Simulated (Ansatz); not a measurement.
**Pb under changes of volume**

One of the cells (31.034 Å³/atom); the others are scaled copies at fixed shape and fractional positions:

```
Pb
1.0
    -1.97966    1.97966    1.97966
     1.97966   -1.97966    1.97966
     1.97966    1.97966   -1.97966
Pb
1
Direct
  0.00000 0.00000 0.00000
```

This isn't the form of Pb at room conditions, which is fcc.

- Program: Ansatz 0.2.0
- Functional: PBE-PBEsol
- Potentials or basis: all-electron LAPW, scalar-relativistic
- Cutoff: 176 eV (chosen from the basis error)
- Basis error allowed: 0.0005 eV/atom
- k mesh: 9 × 9 × 9
- Occupations: gaussian, width 0.01 eV
- Spin: no spin polarisation

```csv
volume (Å³/atom),energy over the lowest point (meV/atom),pressure (GPa)
29.172,38.31,4.7
29.792,22.45,3.5
30.413,11.16,2.4
31.034,3.89,1.4
31.654,?,?
32.275,0.00,-0.3
32.896,2.65,-1.0
```

Problem. What does the run at 31.654 Å³/atom give?

Solution. Energy over the lowest point 0.29 meV/atom; pressure 0.5 GPa.

Worked out: A Birch-Murnaghan fit of order 3 (a polynomial in V^(-2/3)) to the other rows has its minimum at 32.02 Å³/atom with B0 = V·E''(V) = 41 GPa and B' = 4.5. It gives 0.31 meV/atom at 31.654 Å³/atom, against the run's 0.29, and -dE/dV = 0.5 GPa, against 0.5.

Energies are extrapolated to zero smearing.
